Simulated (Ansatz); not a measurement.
# NiSb (rocksalt): a single-point run

The task is a single-point run on NiSb (rocksalt). The structure is shown as the input types it.

Method: DFT PBE, scalar-relativistic, plane waves, PAW, in Ansatz 0.2.0.

1 further run of the same task is left out (it didn't finish). Runs told in other sessions of the task aren't counted.

**1. The system as given**

Symmetry: Fm-3m, No. 225, cubic system. The conventional cell has a = 5.267 Å, b = 5.267 Å, c = 5.267 Å, α = 90.00°, β = 90.00°, γ = 90.00°. Ni (site symmetry m-3m) is surrounded by 6 Sb at 2.63 Å. Sb (site symmetry m-3m) is surrounded by 6 Ni at 2.63 Å.

Structure file:

```
CELL_PARAMETERS angstrom
0.00000 2.63374 2.63374
2.63374 0.00000 2.63374
2.63374 2.63374 0.00000
ATOMIC_POSITIONS crystal
Ni 0.50000 0.50000 0.50000
Sb 0.00000 0.00000 0.00000
```

**2. The calculation**

Contents of input.yaml:

```yaml
crystal:
  lattice:
    - [0.0, 2.6337378275, 2.6337378275]
    - [2.6337378275, 0.0, 2.6337378275]
    - [2.6337378275, 2.6337378275, 0.0]
  atoms:
    - { symbol: Ni, position: [0.5, 0.5, 0.5], spin: 0.8 }
    - { symbol: Sb, position: [0.0, 0.0, 0.0] }
basis:
  ecutwfc: "20 eV"
  ecutrho_ratio: 4
kpoints:
  mp_grid: { grid: [12, 12, 12] }
hamiltonian:
  xc: pbe
scf:
  occupations: { method: gaussian, width: 0.05 }
  max_iter: 50
output:
  forces: true
  stress: true
magnetization:
  spin_polarized: true
```

On the command line:

```sh
$ ansatz run input.yaml --threads 2 --pin off --max-ram 2662MiB --backend cpu --events-out ev --progress --plain --runs-dir out
```

**Question.** How will this run end, and is anything wrong with its input?

The run ended at the input check. The line that matters: «inconsistent input (basis.ecutwfc, kpoints): the smallest per-k basis holds n_pw = 6 plane waves (k-point 18, counted from 0 among those solved) but the deck needs at least 18 band(s) per channel ...»

The suspect setting: basis.ecutwfc is 20 eV. With so few plane waves the basis is incomplete by a wide margin. At this value the smallest basis holds 6 plane waves, fewer than the 18 bands to be solved.

Remedy: set basis.ecutwfc to 420.
